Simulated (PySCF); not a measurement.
SMILES CCCCO, C$_{4}$H$_{10}$O

Geometry:
```tsv
atom	x (Å)	y (Å)	z (Å)
C1	2.026	0.402	-0.482
C2	0.514	0.530	-0.533
C3	-0.205	-0.706	-0.015
C4	-1.716	-0.613	-0.101
O5	-2.263	0.415	0.701
H6	2.370	0.220	0.540
H7	2.371	-0.433	-1.099
H8	2.518	1.308	-0.843
H9	0.211	1.403	0.056
H10	0.196	0.724	-1.565
H11	0.119	-1.582	-0.591
H12	0.082	-0.890	1.027
H13	-2.169	-1.539	0.259
H14	-2.020	-0.490	-1.151
H15	-2.017	1.260	0.319
```

Theory: TDDFT CAM-B3LYP/def2-TZVPD excited states, vertical, gas phase in PySCF 2.14.0. Geometry: PBE0-D3(BJ)/def2-TZVP.

Task: Give the one- and two-photon strengths of the lowest singlets.

Result: δ for parallel linear polarisation; σ at the peak of a Lorentzian of half width 0.1 eV, single beam; Ω is circular over linear.
```csv
state,E (eV),f,photon λ (nm),δ (au),σ (GM),Ω,main
S1,6.84,0.008,363,24.9,0.43,0.80,"HOMO→LUMO 0.74, HOMO→LUMO+1 0.13"
S2,7.84,0.023,316,77.3,1.74,0.14,"HOMO→LUMO+2 0.71, HOMO→LUMO+1 0.14"
S3,8.18,0.053,303,40.1,0.98,0.37,"HOMO→LUMO+3 0.49, HOMO→LUMO+1 0.29"
S4,8.25,0.008,300,14.9,0.37,1.44,"HOMO−1→LUMO 0.73, HOMO→LUMO+3 0.08"
S5,8.32,0.018,298,132,3.35,0.19,"HOMO→LUMO+3 0.27, HOMO→LUMO+1 0.20"
S6,8.68,0.001,286,37.4,1.03,1.46,HOMO−2→LUMO 0.81
```

Among these, the strongest one-photon state is S3, the strongest two-photon state S5, with a dipole change of 5.8 D (relaxed, norm of the difference vector).
